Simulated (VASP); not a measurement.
# Au (Fm-3m) in VASP: notebook, part 2 of 2

VASP 6.6.1. Earlier steps stand in the parts before.

**3. Relaxation of the atoms, PBE (a relaxed cell with its volume scaled by 1.06)**

Contents of INCAR:

```
SYSTEM = Au
PREC = Accurate ; ENCUT = 300
EDIFF = 1E-7 ; ISMEAR = 1
SIGMA = 0.1 ; LREAL = .False.
LASPH = .True. ; NELM = 80
ALGO = Normal ; ISIF = 2
LWAVE = .False. ; LCHARG = .False.
GGA = PE ; IBRION = 2
NSW = 40 ; EDIFFG = -0.01
```

Contents of KPOINTS:

```
regular mesh
0
Gamma
  8 8 8
  0 0 0
```

Contents of POSCAR:

```
Au                                      
1.0
    0.0000000000      2.1189938552      2.1189938552
    2.1189938552      0.0000000000      2.1189938552
    2.1189938552      2.1189938552     -0.0000000000
  Au            
     1
Direct
     0.0000000000000000    0.0000000000000000    0.0000000000000000
```

Potentials or basis: VASP PAW PBE potentials, release 64 (Au).

Launch:

```
$ cat potpaw_PBE.64/Au/POTCAR > POTCAR
$ mpirun -np 1 vasp_std > vasp.out
```

OUTCAR:

```text
SYSTEM = Au
   PREC = Accurate
   ENCUT = 300
   EDIFF = 1E-7
   ISMEAR = 1
   LREAL = .False.
   LASPH = .True.
   NELM = 80
   ISIF = 2
   GGA = PE
   IBRION = 2
   NSW = 40
   EDIFFG = -0.01

 ion  position               nearest neighbor table
   1  0.000  0.000  0.000-

  LATTYP: Found a face centered cubic cell.
 ALAT       =     4.2379877104

  Lattice vectors:

 A1 = (   0.0000000000,   2.1189938552,   2.1189938552)
 A2 = (   2.1189938552,   0.0000000000,   2.1189938552)
 A3 = (   2.1189938552,   2.1189938552,   0.0000000000)

Analysis of symmetry for initial positions (statically):
=====================================================================
 Subroutine PRICEL returns:
 Original cell was already a primitive cell.

 Routine SETGRP: Setting up the symmetry group for a
 face centered cubic supercell.

 Subroutine GETGRP returns: Found 48 space group operations
 (whereof 48 operations were pure point group operations)
 out of a pool of 48 trial point group operations.

The static configuration has the point symmetry O_h .

Analysis of symmetry for dynamics (positions and initial velocities):
=====================================================================
 Subroutine PRICEL returns:
 Original cell was already a primitive cell.

 Routine SETGRP: Setting up the symmetry group for a
 face centered cubic supercell.

 Subroutine GETGRP returns: Found 48 space group operations
 (whereof 48 operations were pure point group operations)
 out of a pool of 48 trial point group operations.

The dynamic configuration has the point symmetry O_h .

 Subroutine INISYM returns: Found 48 space group operations
 (whereof 48 operations are pure point group operations),
 and found     1 'primitive' translations

----------------------------------------------------------------------------------------

                                     Primitive cell

  volume of cell :      19.0291

  direct lattice vectors                    reciprocal lattice vectors
     0.000000000  2.118993855  2.118993855    -0.235961043  0.235961043  0.235961043
     2.118993855  0.000000000  2.118993855     0.235961043 -0.235961043  0.235961043
     2.118993855  2.118993855  0.000000000     0.235961043  0.235961043 -0.235961043

  length of vectors
     2.996709849  2.996709849  2.996709849     0.408696515  0.408696515  0.408696515

  position of ions in fractional coordinates (direct lattice)
     0.000000000  0.000000000  0.000000000

  ion indices of the primitive-cell ions
   primitive index   ion index
                 1           1

----------------------------------------------------------------------------------------

 KPOINTS: regular mesh

Automatic generation of k-mesh.
 Grid dimensions read from file:
 generate k-points for:    8    8    8

 Generating k-lattice:

  Cartesian coordinates                     Fractional coordinates (reciprocal lattice)
    -0.029495130  0.029495130  0.029495130     0.125000000  0.000000000  0.000000000
     0.029495130 -0.029495130  0.029495130     0.000000000  0.125000000  0.000000000
     0.029495130  0.029495130 -0.029495130     0.000000000  0.000000000  0.125000000

  Length of vectors
     0.051087064  0.051087064  0.051087064

  Shift w.r.t. Gamma in fractional coordinates (k-lattice)
     0.000000000  0.000000000  0.000000000

 Subroutine IBZKPT returns following result:
 ===========================================

 Found     29 irreducible k-points:

 Following reciprocal coordinates:
            Coordinates               Weight
  0.000000  0.000000  0.000000      1.000000
  0.125000  0.000000  0.000000      8.000000
  0.250000  0.000000  0.000000      8.000000
  0.375000  0.000000  0.000000      8.000000
  0.500000  0.000000  0.000000      4.000000
  0.125000  0.125000  0.000000      6.000000
[... 16 lines left out ...]
  0.500000  0.250000  0.125000     48.000000
 -0.375000  0.250000  0.125000     24.000000
 [... further k-points ...]
   k-points           NKPTS =     29   k-points in BZ     NKDIM =     29   number of bands    NBANDS=      9
   number of dos      NEDOS =    301   number of ions     NIONS =      1
   total plane-waves  NPLWV =   5832
   dimension x,y,z NGX =    18 NGY =   18 NGZ =   18
   dimension x,y,z NGXF=    36 NGYF=   36 NGZF=   36
   ions per type =               1
   NGX,Y,Z   is equivalent  to a cutoff of   9.99,  9.99,  9.99 a.u.
   NGXF,Y,Z  is equivalent  to a cutoff of  19.97, 19.97, 19.97 a.u.
 SYSTEM =  Au
   PREC   = accura    normal or accurate (medium, high low for compatibility)
   ISTART =      0    job   : 0-new  1-cont  2-samecut
   ICHARG =      2    charge: 1-file 2-atom 10-const
   ISPIN  =      1    spin polarized calculation?
   LNONCOLLINEAR =      F non collinear calculations
   LSORBIT =      F    spin-orbit coupling
   LASPH  =      T    aspherical Exc in radial PAW
   ENCUT  =  300.0 eV  22.05 Ry    4.70 a.u.   4.23  4.23  4.23*2*pi/ulx,y,z
   NELM   =     80;   NELMIN=  2; NELMDL= -5     # of ELM steps
   EDIFF  = 0.1E-06   stopping-criterion for ELM
   LREAL  =      F    real-space projection
   EDIFFG = -.1E-01   stopping-criterion for IOM
   NSW    =     40    number of steps for IOM
   IBRION =      2    ionic relax: 0-MD 1-quasi-New 2-CG
   NFREE  =      1    steps in history (QN), initial steepest desc. (CG)
   ISIF   =      2    stress and relaxation
   ISYM   =      2    0-nonsym 1-usesym 2-fastsym
   POTIM  = 0.5000    time-step for ionic-motion
   TEBEG  =    0.0;   TEEND  =   0.0 temperature during run
   PSTRESS=    0.0 pullay stress
   NELECT =      11.0000    total number of electrons
   NUPDOWN=      -1.0000    fix difference up-down
   EMIN   =  10.00;   EMAX   =-10.00  energy-range for DOS
   EFERMI =   0.00;   METHOD = LEGACY
   ISMEAR =     1;   SIGMA  =   0.10  broadening in eV -4-tet -1-fermi 0-gaus
   EFERMI_NEDOS =   21; number of points for ismear=-14 and -15
   IALGO  =     38    algorithm
   IMIX   =      4    mixing-type and parameters
     AMIX     =   0.40;   BMIX     =  1.00
     AMIX_MAG =   1.60;   BMIX_MAG =  1.00
  volume/ion in A,a.u.               =      19.03       128.41
  Fermi-wavevector in a.u.,A,eV,Ry     =   1.363744  2.577102 25.304066  1.859796
  Thomas-Fermi vector in A             =   2.490120
   LORBIT       =      0    0 simple, 1 ext, 2 COOP (PROOUT), +10 PAW based schemes
   GGA     = PE    functional components
   LHFCALC =     F    Hartree Fock is set to
   AEXX    =    0.0000 exact exchange contribution
   IVDW    =     0    specifies the selected vdW correction
   LEPSILON=     F    determine dielectric tensor
   LRPA    =     F    only Hartree local field effects (RPA)
 conjugate gradient relaxation of ions
 non-spin polarized calculation
 Methfessel and Paxton  Order N= 1 SIGMA  =   0.10
  energy-cutoff  :      300.00
  volume of cell :       19.03
 maximum number of plane-waves:       232
 NGX is ok and might be reduce to    18
   NGX =  9   NGY =  9   NGZ =  9

 number of electron      10.9999993 magnetization

 Free energy of the ion-electron system (eV)
  ---------------------------------------------------
  ext. energy  EPLUGINS =         0.00000000
  ---------------------------------------------------
  free energy    TOTEN  =        -3.17223944 eV

  energy without entropy =       -3.17124048  energy(sigma->0) =       -3.17190646

 E-fermi :   7.5824     XC(G=0): -12.0638

 val. band max:        7.5356604776   @ k =   0.5000   0.2500   0.1250
 cond. band min:       7.8214925553   @ k =   0.5000   0.3750   0.1250
 fundamental gap:      0.2858320777
 Fermi energy:         7.5824108293

 k-point     1 :       0.0000    0.0000    0.0000
  band No.  band energies     occupation
      1      -1.0059      2.00000
      2       3.6093      2.00000
      3       3.6093      2.00000
      4       3.6093      2.00000
      5       4.8552      2.00000
      6       4.8552      2.00000
      7      22.3609      0.00000
      8      25.7199      0.00000
      9      25.7199      0.00000
[... 265 lines left out ...]
 k-point    24 :      -0.3750    0.2500    0.1250
  band No.  band energies     occupation
      1       2.2682      2.00000
      2       3.0817      2.00000
      3       4.0319      2.00000
      4       4.3131      2.00000
      5       5.7350      2.00000
      6      10.3247      0.00000
      7      10.3423      0.00000
      8      19.0760      0.00000
      9      20.2214      0.00000

 [... further k-points ...]

------------------------ aborting loop because EDIFF is reached ----------------------------------------

  FORCE on cell =-STRESS in cart. coord.  units (eV):
  Direction    XX          YY          ZZ          XY          YZ          ZX
  --------------------------------------------------------------------------------------
  -------------------------------------------------------------------------------------
  Total       -0.8293920     -0.8293920     -0.8293920     -0.0000000     -0.0000000     -0.0000000
  in kB      -69.8314943    -69.8314943    -69.8314943     -0.0000000     -0.0000000     -0.0000000
  external PRESSURE =     -69.8314943 kB  Pullay stress =       0.0000000 kB

 VOLUME and BASIS-vectors are now :
 -----------------------------------------------------------------------------
  energy-cutoff  :      300.00
  volume of cell :       19.03
      direct lattice vectors                 reciprocal lattice vectors
     0.000000000  2.118993855  2.118993855    -0.235961043  0.235961043  0.235961043
     2.118993855  0.000000000  2.118993855     0.235961043 -0.235961043  0.235961043
     2.118993855  2.118993855  0.000000000     0.235961043  0.235961043 -0.235961043

 POSITION                                       TOTAL-FORCE (eV/Angst)
 -----------------------------------------------------------------------------------
      0.00000      0.00000      0.00000         0.000000      0.000000      0.000000
 -----------------------------------------------------------------------------------
    total drift:                                0.000000     -0.000000     -0.000000

  FREE ENERGIE OF THE ION-ELECTRON SYSTEM (eV)
  ---------------------------------------------------
  free  energy   TOTEN  =        -3.1722394440 eV

  energy  without entropy=       -3.1712404849  energy(sigma->0) =       -3.17190646

 reached required accuracy - stopping structural energy minimisation
```

CONTCAR:

```text
Au
   1.00000000000000
     0.0000000000000000    2.1189938551999998    2.1189938551999998
     2.1189938551999998    0.0000000000000000    2.1189938551999998
     2.1189938551999998    2.1189938551999998    0.0000000000000000
  Au
     1
Direct
     0.0000000000000000    0.0000000000000000    0.0000000000000000

  0.00000000E+00  0.00000000E+00  0.00000000E+00
```

Wall time 3.7 s (1 thread of Intel Xeon Platinum 8259CL at 2.50GHz (Skylake/Cascade Lake), shared host); peak memory 0.11 GiB.

Results:

- Free energy: -3.1722 eV
- Pressure after relaxing: -7.0 GPa
- Band gap on the k mesh: none (metal or under the smearing width)

Final structure:
```
Au
1.0
     0.00000    2.11899    2.11899
     2.11899    0.00000    2.11899
     2.11899    2.11899    0.00000
Au
1
Direct
  0.00000 0.00000 0.00000
```

Levels at points of the mesh, in eV from the Fermi level:
```
           k point  band 2  band 3  band 4  band 5  band 6  band 7  band 8  band 9
(0.00, 0.00, 0.00)   -3.97   -3.97   -3.97   -2.73   -2.73   14.78   18.14   18.14
(0.50, 0.00, 0.00)   -4.00   -4.00   -1.74   -1.74   -0.30    2.68   14.21   16.44
(0.50, 0.50, 0.00)   -5.68   -1.78   -1.48   -1.48    1.48    5.09    9.85    9.85
```

Caveat: the relaxation stopped at its first step, so nothing moved. Spin-orbit coupling is left out, which matters for the levels of Au.

**4. Relaxation of cell and atoms, PBE**

Contents of INCAR:

```
PREC = Accurate
ENCUT = 600
EDIFF = 1E-6
ISMEAR = 1
SIGMA = 0.1
LREAL = F
LASPH = T
NELM = 80
ALGO = Normal
ISIF = 3
LWAVE = F
LCHARG = F
GGA = PE
IBRION = 2
NSW = 90
EDIFFG = -0.01
```

Contents of KPOINTS:

```
regular mesh
0
Gamma
  16 16 16
```

Contents of POSCAR:

```
Au
1.0
    0.0000000000      2.0350000000      2.0350000000
    2.0350000000      0.0000000000      2.0350000000
    2.0350000000      2.0350000000      0.0000000000
Au
1
Direct
    0.0000000000      0.0000000000      0.0000000000
```

Launch:

```
$ cat potpaw_PBE.64/Au/POTCAR > POTCAR
$ mpirun -np 1 vasp_std > vasp.out
```

Run time: 26 s. Hardware: 1 thread of Intel Xeon Platinum 8488C (Sapphire Rapids), shared host; peak memory 0.17 GiB.

Results (log left out):

```yaml
Free_energy: -3.2203 eV
Relaxed_volume: 17.95 Å³/atom
Relaxed_cell: a = 2.939 Å, b = 2.939 Å, c = 2.939 Å, α = 60.00°, β = 60.00°, γ = 60.00°
Space_group_after_relaxing_to_0.05_Å: Fm-3m (No. 225)
Energy_gained_by_relaxing: 33.7 meV/atom
Ionic_steps: 4
Pressure_after_relaxing: 0.0 GPa
Band_gap_on_the_k_mesh: none (metal or under the smearing width)
```

The path:
```tsv
step	energy change (eV)	largest force (eV/Å)	pressure (GPa)	volume (Å³)
1	0.0000	0.0000	10.64	16.85
2	0.0292	0.0000	-9.95	19.74
3	-0.0337	0.0000	-0.17	17.97
4	-0.0337	0.0000	0.00	17.95
```

Final structure:
```yaml
crystal:
  lattice:
    - [0.00000, 2.07802, 2.07802]
    - [2.07802, 0.00000, 2.07802]
    - [2.07802, 2.07802, 0.00000]
  atoms:
    - { symbol: Au, position: [0.00000, 0.00000, 0.00000] }
```

Levels at points of the mesh, in eV from the Fermi level:
```
           k point  band 3  band 4  band 5  band 6  band 7  band 8  band 9
(0.00, 0.00, 0.00)   -4.37   -4.37   -2.99   -2.99   14.63   18.33   18.33
(0.50, 0.00, 0.00)   -4.40   -1.89   -1.89   -0.67    2.85   14.07   16.79
(0.50, 0.50, 0.00)   -1.94   -1.60   -1.60    1.22    5.42    9.91    9.91
```

The run has no spin-orbit coupling, so splittings on Au are missing. PBE usually gives volumes a little too large and moduli too small.

**5. Relaxation of cell and atoms, PBE**

This run uses another cell than the first one, of 17.95 Å³/atom, 1.065 times its volume.

Edit INCAR of step 4 so:

```diff
@@ -2,3 +2,3 @@
 ENCUT = 600
-EDIFF = 1E-6
+EDIFF = 1E-7
 ISMEAR = 1
@@ -15,2 +15,2 @@
 NSW = 90
-EDIFFG = -0.01
+EDIFFG = -0.005
```

KPOINTS is that of step 4.

Contents of POSCAR:

```
Au                                      
1.0
   -0.0000000000      2.0780152710      2.0780152710
    2.0780152710      0.0000000000      2.0780152710
    2.0780152710      2.0780152710      0.0000000000
  Au            
     1
Direct
     0.0000000000000000    0.0000000000000000    0.0000000000000000
```

Launch:

```
$ cat potpaw_PBE.64/Au/POTCAR > POTCAR
$ mpirun -np 1 vasp_std > vasp.out
```

Wall time 12 s (1 thread of Intel Xeon Platinum 8488C (Sapphire Rapids), shared host); peak memory 0.16 GiB.

It converged, with:

```yaml
Free_energy: -3.2207 eV
Pressure_after_relaxing: 0.0 GPa
Band_gap_on_the_k_mesh: none (metal or under the smearing width)
```

Final structure:
```
Au
1.0
     0.00000    2.07802    2.07802
     2.07802    0.00000    2.07802
     2.07802    2.07802    0.00000
Au
1
Cartesian
  0.0000 0.0000 0.0000
```

Levels at points of the mesh, in eV from the Fermi level:
```tsv
k point	band 3	band 4	band 5	band 6	band 7	band 8	band 9
(0.00, 0.00, 0.00)	-4.37	-4.37	-2.99	-2.99	14.63	18.33	18.33
(0.50, 0.00, 0.00)	-4.40	-1.89	-1.89	-0.67	2.85	14.07	16.79
(0.50, 0.50, 0.00)	-1.94	-1.60	-1.60	1.22	5.42	9.91	9.91
```

Caveat: the relaxation stopped at its first step, so nothing moved.

**6. Summary**

| task | cell | k mesh | cutoff (eV) | gap on the mesh (eV) | pressure (GPa) |
| --- | --- | --- | --- | --- | --- |
| relaxation of the atoms | atoms relaxed from: a relaxed cell with its volume scaled by 1.04 | 8 × 8 × 8 | 300 | none | -5.0 |
| relaxation of the atoms | atoms relaxed from: a relaxed cell with its volume scaled by 1.06 | 8 × 8 × 8 | 300 | none | -7.0 |
| relaxation of cell and atoms | relaxed | 16 × 16 × 16 | 600 | none | 0.0 |

Alike in all rows: level PBE; potentials or basis VASP PAW PBE potentials, release 64 (Au); no spin polarisation; smearing methfessel-paxton 0.1 eV.

Caveats: the relaxation stopped at its first step, so nothing moved.

Absolute energies hang on the potentials; compare differences alone.
